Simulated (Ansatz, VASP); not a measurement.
**One calculation of SiC, two programs**

```
Si C
1.0
     3.04524    0.00000    0.00000
    -1.52262    2.63725    0.00000
     0.00000    0.00000    5.04800
Si C
2 2
Cartesian
  0.0000 1.7582 0.0000
  1.5226 0.8791 2.5240
  0.0000 1.7582 1.9435
  1.5226 0.8791 4.4675
```

Change from the starting cell: equal xx and yy strain of -1 %, crystal datasets.

Alike in both runs: task electric field gradients; functional PBEsol; k mesh 15 × 15 × 8; occupations fermi-dirac, width 0.08 eV; no spin polarisation.

|  | VASP | Ansatz |
| --- | --- | --- |
| version | VASP 6.6.1 | Ansatz 0.2.0 |
| potentials or method | VASP PAW PBE potentials, release 64 (Si, C), cutoff 520 eV | all-electron PAW with datasets made for the crystal, scalar-relativistic |

Ansatz gave:

```
pressure (GPa)                                                 : 5.1
largest component of the traceless stress (GPa)                : 7.36
rms of the force components (eV/Å)                             : 0.497
Vzz of the field gradient on the site that differs most (V/Å²) : 19.5
```

Q: Which values does VASP return?

A: Pressure (GPa): 5.6; largest component of the traceless stress (GPa): 7.50; rms of the force components (eV/Å): 0.501; Vzz of the field gradient on the site that differs most (V/Å²): 20.8.

Atom by atom the forces differ by 0.004 eV/Å (rms over components). Ansatz ran all-electron here, so the differences hold the error of VASP's frozen core and of both bases.

Caveats: the PAW data sets were made with another functional, which shifts forces and pressure a little (VASP). A k mesh can miss the band edges.
